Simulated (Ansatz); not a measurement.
Method: DFT PBE, scalar-relativistic, plane waves, PAW in Ansatz 0.2.0. All cells share a 420 eV cutoff and Γ-centred k meshes spaced at most about 0.3 Å⁻¹ (2π included). No spin polarisation.

Temperature and zero-point effects are left out.

Task: Which of these relaxed structures of PbSe is the lowest in energy?
A.

```cif
data_structure
_symmetry_space_group_name_H-M 'P6_3mc'
_symmetry_Int_Tables_number 186
_cell_length_a 4.2672
_cell_length_b 4.2672
_cell_length_c 7.9277
_cell_angle_alpha 90.000
_cell_angle_beta 90.000
_cell_angle_gamma 120.000
_cell_volume 125.02
loop_
_atom_site_label
_atom_site_type_symbol
_atom_site_symmetry_multiplicity
_atom_site_Wyckoff_symbol
_atom_site_fract_x
_atom_site_fract_y
_atom_site_fract_z
_atom_site_occupancy
Pb1 Pb 2 b 0.66667 0.33333 0.22786 1
Se1 Se 2 a 0.00000 0.00000 0.52199 1
```

B.

```cif
data_structure
_symmetry_space_group_name_H-M 'I4_1md'
_symmetry_Int_Tables_number 109
_cell_length_a 4.0243
_cell_length_b 4.0243
_cell_length_c 14.9360
_cell_angle_alpha 90.000
_cell_angle_beta 90.000
_cell_angle_gamma 90.000
_cell_volume 241.88
loop_
_atom_site_label
_atom_site_type_symbol
_atom_site_symmetry_multiplicity
_atom_site_Wyckoff_symbol
_atom_site_fract_x
_atom_site_fract_y
_atom_site_fract_z
_atom_site_occupancy
Pb1 Pb 4 a 0.00000 0.00000 0.79247 1
Se1 Se 4 a 0.00000 0.00000 0.20753 1
```

C.

```cif
data_structure
_symmetry_space_group_name_H-M 'P4/nmm:1'
_symmetry_Int_Tables_number 129
_cell_length_a 5.3515
_cell_length_b 5.3515
_cell_length_c 4.2233
_cell_angle_alpha 90.000
_cell_angle_beta 90.000
_cell_angle_gamma 90.000
_cell_volume 120.95
loop_
_atom_site_label
_atom_site_type_symbol
_atom_site_symmetry_multiplicity
_atom_site_Wyckoff_symbol
_atom_site_fract_x
_atom_site_fract_y
_atom_site_fract_z
_atom_site_occupancy
Pb1 Pb 2 c 0.50000 0.00000 0.68224 1
Se1 Se 2 a 0.00000 0.00000 0.00000 1
```

Result: A. The next of these, B, lies 43 meV/atom higher. Forms: A P6_3mc; B I4_1md; C P4/nmm. Counting Se atoms around Pb (those within 1.25 times the shortest such distance or 1.15 times the sum of covalent radii; a plus sign parts nearer from farther groups): A has Pb 3+3; B has Pb 6; C has Pb 4. All come from invented guesses. Shaken at random and relaxed again, B falls into a cell with the rock salt type, space group Fm-3m (No. 225), 120 meV/atom lower and the lowest form computed, so it is a saddle point or a shallow minimum.

Weakly bound directions are ill-defined at this level, which has no dispersion term (P4/nmm), and this can change margins and order among such cells. Spin–orbit coupling, which can matter for Pb, is left out. Cells without such a test can be saddle points. Some types were kept out of the candidates beforehand, so the set may lack a known form.
